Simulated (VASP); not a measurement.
Set up this calculation in VASP 6.6.1, as the native input.

- Task: single point
- Functional: PBEsol
- Potentials or basis: VASP PAW PBE potentials, release 64 (B, N)
- Cutoff: 520 eV
- k mesh: 12 × 12 × 4
- Occupations: gaussian, width 0.05 eV
- Spin: no spin polarisation
- Dipole correction: no
- Further INCAR settings: ALGO = Normal; EDIFF = 1e-07; NBANDS = 16

The structure of BN lies in POSCAR:

```
BN
1.0
    2.5043488625      0.0000000000      0.0000000000
   -1.2521744313      2.1688297349      0.0000000000
    0.0000000000      0.0000000000      7.0190946040
B N
2 2
Direct
    0.3333333333      0.6666666667      0.2500000000
    0.6666666667      0.3333333333      0.7500000000
    0.3333333333      0.6666666667      0.7500000000
    0.6666666667      0.3333333333      0.2500000000
```

One way to write it, as run:

INCAR

```
ALGO = Normal
EDIFF = 1E-7
ENCUT = 520
GGA = PS
ISIF = 2
ISMEAR = 0
LASPH = True
LCHARG = False
LREAL = False
LWAVE = False
NBANDS = 16
NELM = 100
PREC = Accurate
SIGMA = 0.05
```

KPOINTS

```
k-points
0
Gamma
  12 12 4
```

Potentials or basis: VASP PAW PBE potentials, release 64 (B, N).

Run with:

```bash
$ cat potpaw_PBE.64/B/POTCAR potpaw_PBE.64/N/POTCAR > POTCAR
$ mpirun -np 1 vasp_std > vasp.out
```

Results of the run:

| Property | Result |
| --- | --- |
| Pressure | 0.3 GPa |
| Band gap on the k mesh | 4.26 eV, indirect (least direct gap 4.60 eV) |

Caveat: the PAW data sets were made with another functional, which shifts forces and pressure a little; this functional lacks dispersion, which binds the layers, so the pressure and a relaxed spacing across them are unreliable.

Run time: 22 s on 1 thread of AMD EPYC 9R14 (Zen 4), on a shared host, peak memory 0.13 GiB.
